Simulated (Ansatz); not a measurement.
# Si: a trial structure relaxed, part 2 of 2

Where does this trial cell of Si go when cell and atoms are let free?

Ansatz 0.2.0; DFT PBE, scalar-relativistic, plane waves, PAW. Earlier steps stand in the parts before.

### Step 4. Full relaxation

The end of the coarse run is made exact in the group found at a tolerance of 0.06 Å and reduced to its primitive cell.

Input file input.yaml:

```yaml
crystal:
  lattice:
    - [7.0511435959, 0.0, 0.0]
    - [0.0, 6.24513704, 0.0]
    - [0.0, 0.0, 7.2555655131]
  atoms:
    - { symbol: Si, position: [0.343683651, 0.0, 0.0] }
    - { symbol: Si, position: [0.156316349, 0.0, 0.5] }
    - { symbol: Si, position: [0.656316349, 0.0, 0.0] }
    - { symbol: Si, position: [0.843683651, 0.0, 0.5] }
    - { symbol: Si, position: [0.6717313658, 0.6435245205, 0.1077947195] }
    - { symbol: Si, position: [0.8282686342, 0.3564754795, 0.6077947195] }
    - { symbol: Si, position: [0.8282686342, 0.6435245205, 0.3922052805] }
    - { symbol: Si, position: [0.6717313658, 0.3564754795, 0.8922052805] }
    - { symbol: Si, position: [0.3282686342, 0.3564754795, 0.8922052805] }
    - { symbol: Si, position: [0.1717313658, 0.6435245205, 0.3922052805] }
    - { symbol: Si, position: [0.1717313658, 0.3564754795, 0.6077947195] }
    - { symbol: Si, position: [0.3282686342, 0.6435245205, 0.1077947195] }
basis:
  ecutwfc: 420
kpoints:
  mp_grid: { grid: [6, 6, 6] }
hamiltonian:
  xc: pbe
scf:
  occupations: { method: gaussian, width: 0.01 }
output:
  forces: true
  stress: true
  eigenvalues: true
relax:
  adjacent_minimum: "off"
  f_tol: 0.01
  max_steps: 80
  cell: { stress_tol: 0.05 }
```

Started as:

```
$ ansatz run input.yaml --threads 1 --pin off --max-ram 2560MiB --backend cpu --events-out ev --progress --plain --runs-dir out
```

Standard output:

```text
Warning: RAYON_NUM_THREADS=1 ignored (pool sized by the plan → 1); use --threads N
[... 8 set-up lines as earlier in the session ...]
Crystal: 12 atoms, lattice volume = 319.501 Å³
Basis set: ecut = 420 eV, 6219 PW (Γ), exchange–correlation on 96×90×100 points (8 copies of the dense FFT grid, shifted against one another)
Bands: 36, of which v1, the nominal top of the filled ones, is band 24 counted from 1 (23 counted from 0)
[... 1 set-up line as earlier in the session ...]
Space group: Pmna (ITA 53), of the structure as read, at distance tolerance 6.8e-5 Å
k-points: 64 of 216
[... 6 set-up lines as earlier in the session ...]
SCF iter   1: F=—  HF=-7623.174453 eV  |F-HF|=—  |Δ(HF+E_count)|=         —  Δρ=4.50e-3  dr2=1.50e-1  ethr=1.77e-3  ⟨swp⟩=7.6  Hψ=12750  notcnv=0  defer=40
preconditioner: auto → Resta (q_TF=auto, 1.989 Å⁻¹)  ε∞=5.1  [insulator: Δε(μ)=0.261 eV  Ē_g=7.130 eV  σ=0.010 eV  W_gap=1.00  n_scr=38 (ndim 8)  ℏωp=14.4 eV  f_vac=0.021  D(μ)=0.00/eV (n_scr^D=0)  ε∞_Penn≈5.1]
SCF iter   2: F=—  HF=-7623.149051 eV  |F-HF|=—  |Δ(HF+E_count)|=   2.54e-2  Δρ=2.38e-3  dr2=3.16e-2  ethr=3.12e-4  ⟨swp⟩=1.5  Hψ=2917  notcnv=0  defer=267
SCF iter   3: F=—  HF=-7623.146939 eV  |F-HF|=—  |Δ(HF+E_count)|=   2.11e-3  Δρ=5.24e-4  dr2=1.36e-3  ethr=6.58e-5  ⟨swp⟩=2.9  Hψ=3635  notcnv=0  defer=399
SCF iter   4: F=—  HF=-7623.147432 eV  |F-HF|=—  |Δ(HF+E_count)|=   4.94e-4  Δρ=1.63e-4  dr2=1.68e-4  ethr=2.83e-6  ⟨swp⟩=2.0  Hψ=3549  notcnv=0  defer=399
SCF iter   5: F=—  HF=-7623.147587 eV  |F-HF|=—  |Δ(HF+E_count)|=   1.55e-4  Δρ=4.36e-5  dr2=1.04e-5  ethr=3.50e-7  ⟨swp⟩=2.5  Hψ=3375  notcnv=0  defer=399
SCF iter   6: F=—  HF=-7623.147537 eV  |F-HF|=—  |Δ(HF+E_count)|=   5.01e-5  Δρ=9.63e-6  dr2=5.93e-7  ethr=2.17e-8  ⟨swp⟩=2.0  Hψ=3406  notcnv=0  defer=399
SCF iter   7: F=-7623.147538 eV  HF=-7623.147538 eV  |F-HF|=7.31e-8  |Δ(HF+E_count)|=   8.32e-7  Δρ=2.51e-6  dr2=3.45e-8  ethr=2.08e-10  ⟨swp⟩=13.5  Hψ=13988  notcnv=0
SCF 1 converged in 7 iterations: F = -7623.147538 eV  dr2 = 3.45e-8
relax step   1: F+E_penalty+E_count = -7623.14753769 eV  Δ(F+E_penalty+E_count) = +0.000e0 eV  max|allowed force component| = 2.431e-2 eV/Å  Δτ_max = 0.0000 Å  P = -0.060 GPa  Ω = 319.501 Å³  (7 SCF iters, dr2 threshold 1.00e-7 eV, accepted)
Crystal: 12 atoms, lattice volume = 319.780 Å³
[... 2 set-up lines as earlier in the session ...]
iter 1 solved again at ethr=4.94e-7 eV; its pass at ethr=3.10e-3 eV (dr2=2.37e-4 eV) is discarded
SCF iter   1: F=—  HF=-7623.149010 eV  |F-HF|=—  |Δ(HF+E_count)|=         —  Δρ=3.33e-4  dr2=2.74e-4  ethr=4.94e-7  ⟨swp⟩=5.4  Hψ=11125  notcnv=0  defer=5
preconditioner: auto → Resta (q_TF=auto, 1.989 Å⁻¹)  ε∞=5.1  [insulator: Δε(μ)=0.244 eV  Ē_g=7.118 eV  σ=0.010 eV  W_gap=1.00  n_scr=38 (ndim 8)  ℏωp=14.4 eV  f_vac=0.024  D(μ)=0.00/eV (n_scr^D=0)  ε∞_Penn≈5.1]
SCF iter   2: F=—  HF=-7623.149015 eV  |F-HF|=—  |Δ(HF+E_count)|=   5.07e-6  Δρ=1.88e-4  dr2=8.06e-5  ethr=4.94e-7  ⟨swp⟩=1.1  Hψ=2311  notcnv=0
SCF iter   3: F=—  HF=-7623.149032 eV  |F-HF|=—  |Δ(HF+E_count)|=   1.74e-5  Δρ=1.98e-5  dr2=1.15e-6  ethr=1.68e-7  ⟨swp⟩=2.0  Hψ=3738  notcnv=0
SCF iter   4: F=—  HF=-7623.148997 eV  |F-HF|=—  |Δ(HF+E_count)|=   3.55e-5  Δρ=3.71e-6  dr2=9.30e-8  ethr=2.40e-9  ⟨swp⟩=2.2  Hψ=3303  notcnv=0
SCF iter   5: F=-7623.148997 eV  HF=-7623.148997 eV  |F-HF|=1.46e-8  |Δ(HF+E_count)|=   7.05e-8  Δρ=1.22e-6  dr2=8.43e-9  ethr=7.70e-11  ⟨swp⟩=8.0  Hψ=10974  notcnv=0
SCF 2 converged in 5 iterations: F = -7623.148997 eV  dr2 = 8.43e-9
relax step   2: F+E_penalty+E_count = -7623.14899684 eV  Δ(F+E_penalty+E_count) = -1.459e-3 eV  max|allowed force component| = 8.725e-3 eV/Å  Δτ_max = 0.0048 Å  P = -0.003 GPa  Ω = 319.780 Å³  energy of the carried Pulay correction = -2.743e-5 eV  (5 SCF iters, dr2 threshold 3.69e-8 eV, accepted)
Crystal: 12 atoms, lattice volume = 320.913 Å³
iter 1 solved again at ethr=1.74e-6 eV; its pass at ethr=3.10e-3 eV (dr2=8.33e-4 eV) is discarded
SCF iter   1: F=—  HF=-7623.149919 eV  |F-HF|=—  |Δ(HF+E_count)|=         —  Δρ=6.94e-4  dr2=1.02e-3  ethr=1.74e-6  ⟨swp⟩=5.5  Hψ=12708  notcnv=0  defer=4
preconditioner: auto → Resta (q_TF=auto, 1.988 Å⁻¹)  ε∞=5.1  [insulator: Δε(μ)=0.254 eV  Ē_g=7.121 eV  σ=0.010 eV  W_gap=1.00  n_scr=38 (ndim 8)  ℏωp=14.4 eV  f_vac=0.029  D(μ)=0.00/eV (n_scr^D=0)  ε∞_Penn≈5.1]
SCF iter   2: F=—  HF=-7623.150002 eV  |F-HF|=—  |Δ(HF+E_count)|=   8.36e-5  Δρ=3.99e-4  dr2=3.35e-4  ethr=1.74e-6  ⟨swp⟩=1.0  Hψ=2306  notcnv=0
SCF iter   3: F=—  HF=-7623.150091 eV  |F-HF|=—  |Δ(HF+E_count)|=   8.92e-5  Δρ=2.99e-5  dr2=3.16e-6  ethr=6.97e-7  ⟨swp⟩=2.0  Hψ=3836  notcnv=0
SCF iter   4: F=—  HF=-7623.150137 eV  |F-HF|=—  |Δ(HF+E_count)|=   4.62e-5  Δρ=6.50e-6  dr2=3.05e-7  ethr=6.59e-9  ⟨swp⟩=2.0  Hψ=3840  notcnv=0
SCF iter   5: F=—  HF=-7623.150138 eV  |F-HF|=—  |Δ(HF+E_count)|=   3.42e-7  Δρ=2.28e-6  dr2=4.48e-8  ethr=6.36e-10  ⟨swp⟩=2.4  Hψ=3583  notcnv=0
SCF iter   6: F=-7623.150138 eV  HF=-7623.150138 eV  |F-HF|=5.64e-9  |Δ(HF+E_count)|=   6.24e-8  Δρ=8.18e-7  dr2=5.41e-9  ethr=2.58e-11  ⟨swp⟩=7.9  Hψ=10981  notcnv=0
SCF 3 converged in 6 iterations: F = -7623.150138 eV  dr2 = 5.41e-9
relax step   3: F+E_penalty+E_count = -7623.15013790 eV  Δ(F+E_penalty+E_count) = -1.141e-3 eV  max|allowed force component| = 1.202e-2 eV/Å  Δτ_max = 0.0109 Å  P = +0.039 GPa  Ω = 320.913 Å³  energy of the carried Pulay correction = -1.389e-4 eV  (6 SCF iters, dr2 threshold 1.24e-8 eV, accepted)
Crystal: 12 atoms, lattice volume = 321.432 Å³
Basis set: ecut = 420 eV, 6231 PW (Γ), exchange–correlation on 96×90×100 points (8 copies of the dense FFT grid, shifted against one another)
iter 1 solved again at ethr=1.57e-7 eV; its pass at ethr=3.10e-3 eV (dr2=7.55e-5 eV) is discarded
SCF iter   1: F=—  HF=-7623.150190 eV  |F-HF|=—  |Δ(HF+E_count)|=         —  Δρ=2.04e-4  dr2=9.75e-5  ethr=1.57e-7  ⟨swp⟩=5.2  Hψ=11309  notcnv=0  defer=8
preconditioner: auto → Resta (q_TF=auto, 1.987 Å⁻¹)  ε∞=5.1  [insulator: Δε(μ)=0.257 eV  Ē_g=7.118 eV  σ=0.010 eV  W_gap=1.00  n_scr=38 (ndim 8)  ℏωp=14.3 eV  f_vac=0.029  D(μ)=0.00/eV (n_scr^D=0)  ε∞_Penn≈5.1]
SCF iter   2: F=—  HF=-7623.150286 eV  |F-HF|=—  |Δ(HF+E_count)|=   9.60e-5  Δρ=1.18e-4  dr2=3.25e-5  ethr=1.57e-7  ⟨swp⟩=1.0  Hψ=2310  notcnv=0
SCF iter   3: F=—  HF=-7623.150292 eV  |F-HF|=—  |Δ(HF+E_count)|=   6.62e-6  Δρ=9.87e-6  dr2=4.34e-7  ethr=6.78e-8  ⟨swp⟩=2.0  Hψ=3842  notcnv=0
SCF iter   4: F=—  HF=-7623.150250 eV  |F-HF|=—  |Δ(HF+E_count)|=   4.22e-5  Δρ=3.05e-6  dr2=8.31e-8  ethr=9.03e-10  ⟨swp⟩=2.2  Hψ=3357  notcnv=0
SCF iter   5: F=-7623.150250 eV  HF=-7623.150250 eV  |F-HF|=1.12e-8  |Δ(HF+E_count)|=   1.03e-7  Δρ=1.01e-6  dr2=6.63e-9  ethr=3.89e-11  ⟨swp⟩=7.8  Hψ=10666  notcnv=0
the search or the solves at the SCF's close seem to have found levels that the self-consistency loop had missed (the run counts 1). By its estimate they hold under 1e-12 electrons; where the run keeps them, the occupations were computed again with them
SCF 4 converged in 5 iterations: F = -7623.150250 eV  dr2 = 6.63e-9
relax step   4: F+E_penalty+E_count = -7623.15025029 eV  Δ(F+E_penalty+E_count) = -1.124e-4 eV  max|allowed force component| = 5.515e-3 eV/Å  Δτ_max = 0.0029 Å  P = +0.017 GPa  Ω = 321.432 Å³  energy of the carried Pulay correction = -1.898e-4 eV  (5 SCF iters, dr2 threshold 1.87e-8 eV, accepted)
[... 1 set-up line as earlier in the session ...]
iter 1 solved again at ethr=7.27e-7 eV; its pass at ethr=3.10e-3 eV (dr2=3.49e-4 eV) is discarded
SCF iter   1: F=—  HF=-7623.150458 eV  |F-HF|=—  |Δ(HF+E_count)|=         —  Δρ=9.06e-6  dr2=3.96e-8  ethr=7.27e-7  ⟨swp⟩=4.8  Hψ=19942  notcnv=0
eigensolver tolerance schedule: the retry pair's looser diagonalisation over-reported the residual by 8802.38 of it (diagonalisation noise at an unbounded share of the residual, at the tolerance the schedule requests for it); recorded, not acted on — ethr = c·dr2/N_el stays at c = 1.0e-1
preconditioner: auto → Resta (q_TF=auto, 1.987 Å⁻¹)  ε∞=5.1  [insulator: Δε(μ)=0.258 eV  Ē_g=7.119 eV  σ=0.010 eV  W_gap=1.00  n_scr=38 (ndim 8)  ℏωp=14.3 eV  f_vac=0.029  D(μ)=0.00/eV (n_scr^D=0)  ε∞_Penn≈5.1]
SCF iter   2: F=—  HF=-7623.150512 eV  |F-HF|=—  |Δ(HF+E_count)|=   5.39e-5  Δρ=4.78e-6  dr2=1.23e-8  ethr=8.26e-11  ⟨swp⟩=3.8  Hψ=5669  notcnv=0
SCF iter   3: F=—  HF=-7623.150512 eV  |F-HF|=—  |Δ(HF+E_count)|=   3.03e-7  Δρ=2.23e-6  dr2=3.32e-9  ethr=2.56e-11  ⟨swp⟩=2.6  Hψ=3669  notcnv=0
SCF iter   4: F=—  HF=-7623.150512 eV  |F-HF|=—  |Δ(HF+E_count)|=   7.84e-8  Δρ=2.27e-7  dr2=2.66e-10  ethr=6.92e-12  ⟨swp⟩=2.0  Hψ=3840  notcnv=0
SCF iter   5: F=-7623.150512 eV  HF=-7623.150512 eV  |F-HF|=7.46e-11  |Δ(HF+E_count)|=  7.87e-10  Δρ=1.02e-7  dr2=5.57e-11  ethr=1.00e-12  ⟨swp⟩=5.6  Hψ=8430  notcnv=0
SCF 5 converged in 5 iterations: F = -7623.150512 eV  dr2 = 5.57e-11
relax step   5: F+E_penalty+E_count = -7623.15051208 eV  Δ(F+E_penalty+E_count) = -2.618e-4 eV  max|allowed force component| = 5.460e-3 eV/Å  Δτ_max = 0.0000 Å  P = +0.019 GPa  Ω = 321.432 Å³  stress off target by 3.72e-2 GPa  SCF on the basis re-selected at this cell (its energy is not comparable with the rows above)  (5 SCF iters)
basis re-selected at this cell: Δ(F+E_penalty+E_count) = -2.618e-4 eV, ΔP = +0.002 GPa vs the last step (what re-selecting the basis moved, of the pressure what is left beyond the Pulay correction that the steps carried, after the strain that the cell walked since its last selection, with what the two solves' SCF thresholds leave and, on support functions, any second-order correction that the steps lacked; it is no measure of the basis error at this ecutwfc). This SCF's stress stands 3.72e-2 GPa from its target on what of the cell is left free (relax.cell.stress_tol is 5.00e-2 GPa) and its largest allowed force component is 5.46e-3 eV/Å (relax.f_tol is 1.00e-2 eV/Å): within both
SCF converged after 5 iterations
Free energy (F): -7623.150512 eV
Harris-Foulkes:  -7623.150512 eV  (|F-HF|=7.46e-11)
Internal energy: -7623.150512 eV  (E = F + TS)
E sigma→0 (E₀):  -7623.150512 eV
Fermi energy:    3.610943 eV
--- Per-component energies (eV) ---
  E_band       = -61.471505
  E_kinetic    = 473.158887
  E_local      = -769.721849  (includes V_loc(G=0)·N_el)
  E_nonlocal   = 311.408077
  E_hartree    = 251.619526
  E_xc         = -655.831412
  E_vxc        = -551.793410  (∫ρ·V_xc dr)
  E_paw        = -6151.324654  (= ΣΔE_a)
  E_vpaw       = -27.762443  (= ΣTr[D̂ρ^β])
  E_aug_tail   = 0.000078  (compensation charges beyond the density's cutoff)
  E_ewald      = -1082.459165
  E_smearing   = -0.000000  (= −TS)
  E_closure    = 0.000000  (closes the sum)
  Σ components = -7623.150512   (vs F -7623.150512, Δ=0.00e0)
--- Forces (eV/Å), atoms counted from 1 ---
  atom   1  Si     0.00216158    -0.00000000     0.00000000
  atom   2  Si    -0.00216158     0.00000000     0.00000000
  atom   3  Si    -0.00216158     0.00000000    -0.00000000
  atom   4  Si     0.00216158    -0.00000000    -0.00000000
  atom   5  Si     0.00546018    -0.00277666    -0.00232757
  atom   6  Si    -0.00546018     0.00277666    -0.00232757
  atom   7  Si    -0.00546018    -0.00277666     0.00232757
  atom   8  Si     0.00546018     0.00277666     0.00232757
  atom   9  Si    -0.00546018     0.00277666     0.00232757
  atom  10  Si     0.00546018    -0.00277666     0.00232757
  atom  11  Si     0.00546018     0.00277666    -0.00232757
  atom  12  Si    -0.00546018    -0.00277666    -0.00232757
  max |Σ_I F_I| component: 4.34e-18 eV/Å
--- Stress (GPa, compression-positive) ---
        0.037248      -0.000000       0.000000
       -0.000000      -0.000111       0.000000
        0.000000       0.000000       0.019701
  P = ⅓ Tr σ = 0.0189 GPa (0.189 kbar)
--- Band table (eV; the first three rows and the last of 64) ---
  k-point 0: bands = ["-8.0246", "-7.0031", "-5.6254", "-5.6118", "-4.5316", "-3.7106", "-3.6519", "-3.6485", "-3.6345", "-1.6625", "-1.0159", "-0.8797", "-0.3043", "-0.2052", "-0.1681", "0.8261", "1.0605", "1.3839", "1.4978", "1.7005", "2.6637", "2.7228", "2.7247", "3.4790", "3.7398", "4.7479", "5.0016", "5.4273", "5.5690", "6.0667", "6.5885", "6.9845", "7.2070", "7.4289", "7.7695", "8.0607"]
  k-point 1: bands = ["-7.9793", "-7.1243", "-5.5525", "-5.4754", "-4.5250", "-4.2091", "-3.7561", "-3.7316", "-3.0411", "-1.6267", "-0.9957", "-0.8279", "-0.4428", "-0.3956", "-0.0879", "0.6977", "1.2112", "1.4856", "1.5339", "1.8506", "2.3541", "2.5815", "3.0596", "3.4519", "3.9199", "4.7245", "5.0237", "5.5878", "5.6301", "5.6633", "6.6887", "6.8303", "7.1479", "7.3353", "7.4247", "7.7834"]
  k-point 2: bands = ["-7.8467", "-7.3785", "-5.3761", "-5.1411", "-4.6940", "-4.5608", "-3.9159", "-3.8643", "-2.4142", "-1.5771", "-0.9292", "-0.8278", "-0.7756", "-0.7235", "0.2056", "0.5904", "1.4555", "1.5316", "1.5444", "2.0130", "2.1149", "2.4488", "3.3472", "3.4283", "4.4043", "4.7059", "4.9260", "5.2994", "5.8041", "5.9831", "6.2382", "6.6203", "6.6517", "6.7730", "7.4817", "7.7178"]
  k-point 63: bands = ["-6.8742", "-6.8742", "-6.7114", "-6.7114", "-4.6172", "-4.6172", "-3.6977", "-3.6977", "-1.4000", "-1.4000", "-0.6955", "-0.6955", "-0.2922", "-0.2922", "0.8370", "0.8370", "1.3321", "1.3321", "2.0777", "2.0777", "2.3991", "2.3991", "2.7355", "2.7355", "4.0918", "4.0918", "4.9958", "4.9958", "5.4967", "5.4967", "5.8886", "5.8886", "6.0842", "6.0842", "6.9524", "6.9524"]
--- Relaxed structure (4 steps of the walk, 4 accepted, 1 SCFs on fresh bases) ---
  F+E_penalty+E_count = -7623.15051208 eV   max|allowed force component| = 5.460e-3 eV/Å   (the final SCF, on the basis selected at the relaxed cell)
  cell:  # Å, volume = 321.4316 Å³
    - [7.140806491442248, -5.462714105223915e-34, -1.3408480076458701e-33]
    - [-4.8382787463442485e-34, 6.22779881067277, -8.796870447898634e-35]
    - [-1.53302328122287e-33, -1.0220155208152466e-34, 7.227809599400876]
  atoms:
    - { symbol: Si, position: [0.3457680591762513, -5.786914231778567e-21, -7.47152079688371e-21] }
    - { symbol: Si, position: [0.15423194082374866, -5.786914231778567e-21, 0.5] }
    - { symbol: Si, position: [0.6542319408237485, -5.786914231778567e-21, -7.471520796882915e-21] }
    - { symbol: Si, position: [0.8457680591762513, -5.786914231778567e-21, 0.5] }
    - { symbol: Si, position: [0.6695376706729971, 0.6432610962810532, 0.1089935766661911] }
    - { symbol: Si, position: [0.830462329327003, 0.3567389037189466, 0.6089935766661911] }
    - { symbol: Si, position: [0.830462329327003, 0.6432610962810532, 0.39100642333380875] }
    - { symbol: Si, position: [0.6695376706729971, 0.3567389037189466, 0.8910064233338089] }
    - { symbol: Si, position: [0.33046232932700287, 0.3567389037189466, 0.8910064233338089] }
    - { symbol: Si, position: [0.16953767067299708, 0.6432610962810532, 0.39100642333380875] }
    - { symbol: Si, position: [0.16953767067299708, 0.3567389037189466, 0.6089935766661911] }
    - { symbol: Si, position: [0.33046232932700287, 0.6432610962810532, 0.1089935766661911] }
```

Wall time 5 min (1 thread of Arm Neoverse V1, shared host); peak memory 0.83 GiB.

The steps of the relaxation:

```
step  E - E(step 1) (eV/cell)  largest force component (eV/Å)  pressure (GPa)  volume (Å³)
   1                   0.0000                          0.0243           -0.06       319.50
   2                  -0.0015                          0.0087            0.00       319.78
   3                  -0.0026                          0.0120            0.04       320.91
   4                  -0.0027                          0.0055            0.02       321.43
   5                  -0.0030                          0.0055            0.02       321.43
```

Step 1 is the start. Step 5 repeats the geometry before it on a plane-wave basis chosen anew for that cell, so its energy need not be comparable with the rows above.

|  | before | after | change |
| --- | --- | --- | --- |
| a (Å) | 7.051 | 7.141 | +1.3 % |
| b (Å) | 6.245 | 6.228 | -0.3 % |
| c (Å) | 7.256 | 7.228 | -0.4 % |
| volume (Å³/atom) | 26.63 | 26.79 | +0.6 % |
| shortest distance (Å) | 2.204 | 2.203 | -0.1 % |
| space group (0.01 Å) | Pmna | Pmna | same |

The run keeps the 8 symmetry operations of the start, so it could not have lowered the symmetry.

### Step 5. Variant: mp_grid.grid [2, 2, 2], preconditioner none

Input file input.yaml:

```yaml
crystal:
  lattice:
    - [7.1408064914, 0.0, 0.0]
    - [0.0, 6.2277988107, 0.0]
    - [0.0, 0.0, 7.2278095994]
  atoms:
    - { symbol: Si, position: [0.3457680592, 0.0, 0.0] }
    - { symbol: Si, position: [0.1542319408, 0.0, 0.5] }
    - { symbol: Si, position: [0.6542319408, 0.0, 0.0] }
    - { symbol: Si, position: [0.8457680592, 0.0, 0.5] }
    - { symbol: Si, position: [0.6695376707, 0.6432610963, 0.1089935767] }
    - { symbol: Si, position: [0.8304623293, 0.3567389037, 0.6089935767] }
    - { symbol: Si, position: [0.8304623293, 0.6432610963, 0.3910064233] }
    - { symbol: Si, position: [0.6695376707, 0.3567389037, 0.8910064233] }
    - { symbol: Si, position: [0.3304623293, 0.3567389037, 0.8910064233] }
    - { symbol: Si, position: [0.1695376707, 0.6432610963, 0.3910064233] }
    - { symbol: Si, position: [0.1695376707, 0.3567389037, 0.6089935767] }
    - { symbol: Si, position: [0.3304623293, 0.6432610963, 0.1089935767] }
basis:
  ecutwfc: 420
kpoints:
  mp_grid: { grid: [2, 2, 2] }
hamiltonian:
  xc: pbe
scf:
  occupations: { method: gaussian, width: 0.01 }
  mixing: { preconditioner: none }
output:
  forces: true
  eigenvalues: true
  stress: true
```

Started as:

```
$ ansatz run input.yaml --threads 1 --pin off --max-ram 2560MiB --backend cpu --events-out ev --progress --plain --runs-dir out
```

Standard output, shortened:

```text
Warning: RAYON_NUM_THREADS=1 ignored (pool sized by the plan → 1); use --threads N
[...]
[... 3 set-up lines as earlier in the session ...]
[...]
Crystal: 12 atoms, lattice volume = 321.432 Å³
Basis set: ecut = 420 eV, 6231 PW (Γ), exchange–correlation on 96×90×100 points (8 copies of the dense FFT grid, shifted against one another)
Bands: 36, of which v1, the nominal top of the filled ones, is band 24 counted from 1 (23 counted from 0)
[... 1 set-up line as earlier in the session ...]
Space group: Pmna (ITA 53), of the structure as read, at distance tolerance 6.9e-5 Å
k-points: 8
[...]
SCF iter   1: F=—  HF=-7623.003114 eV  |F-HF|=—  |Δ(HF+E_count)|=         —  Δρ=5.55e-3  dr2=2.53e-1  ethr=1.77e-3  ⟨swp⟩=7.6  Hψ=1562  notcnv=0  defer=10
[...]
SCF iter   7: F=-7622.945428 eV  HF=-7622.945428 eV  |F-HF|=1.95e-7  |Δ(HF+E_count)|=   5.49e-6  Δρ=4.74e-6  dr2=5.97e-8  ethr=2.08e-10  ⟨swp⟩=8.8  Hψ=1420  notcnv=0
[...]
SCF converged after 7 iterations
Free energy (F): -7622.945428 eV
[...]
E sigma→0 (E₀):  -7622.945428 eV
Fermi energy:    3.649289 eV
[...]
--- Forces (eV/Å), atoms counted from 1 ---
  atom   1  Si     0.23340257    -0.00000000     0.00000000
  atom   2  Si    -0.23340257    -0.00000000    -0.00000000
  atom   3  Si    -0.23340257    -0.00000000     0.00000000
  atom   4  Si     0.23340257    -0.00000000     0.00000000
  atom   5  Si    -0.01629921     0.09136311    -0.10459395
  atom   6  Si     0.01629921    -0.09136311    -0.10459395
  atom   7  Si     0.01629921     0.09136311     0.10459395
  atom   8  Si    -0.01629921    -0.09136311     0.10459395
[...]
--- Stress (GPa, compression-positive) ---
       -0.523335       0.000000       0.000000
        0.000000       0.173638       0.000000
        0.000000       0.000000       0.088067
  P = ⅓ Tr σ = -0.0872 GPa (-0.872 kbar)
--- Band table (eV; the first three rows and the last of 8) ---
[...]
```

It took 5.8 s on 1 thread of Arm Neoverse V1, shared host; peak memory 0.44 GiB.

| run | ending | energy change | pressure (GPa) | gap (eV) | force (eV/Å) | cycles | time |
| --- | --- | --- | --- | --- | --- | --- | --- |
| step 4 | converged | 0 | 0.0 | 0.26 | 0.01 | - | 5 min |
| variant | converged | +17.1 meV/atom | -0.1 | 0.24 | 0.23 | 7 | 5.8 s |

Changing the k-point mesh and mixing moves the energy by +17.1 meV/atom, and the largest force goes from 0.01 to 0.23 eV/Å. The energy is not variational in the mesh, so the sign tells nothing. Of the settings changed, the mesh is the one that moves energies this far. These settings are too coarse to quote as the system's properties.

### Step 6. Outcome

What follows sums up all 2 parts. Changes of volume or cell count from the first structure of part 1.

```
                              quantity                                                                      value
symmetry at the end (tolerance 0.02 Å)                                                  space group Pmna (No. 53)
                     conventional cell  a = 7.141 Å, b = 6.228 Å, c = 7.228 Å, α = 90.00°, β = 90.00°, γ = 90.00°
                                volume                                                              26.79 Å³/atom
        energy over the standard state                                                              +0.55 eV/atom
                       gap on the mesh                                                                    0.26 eV
```

In words: The space group Pmna (No. 53) is kept, and the volume per atom grows by 39.6 % from the first guess. It lies above the element's standard state, so it is metastable at best. No finished test with a distortion of lower symmetry is shown, so the end may be a saddle point.
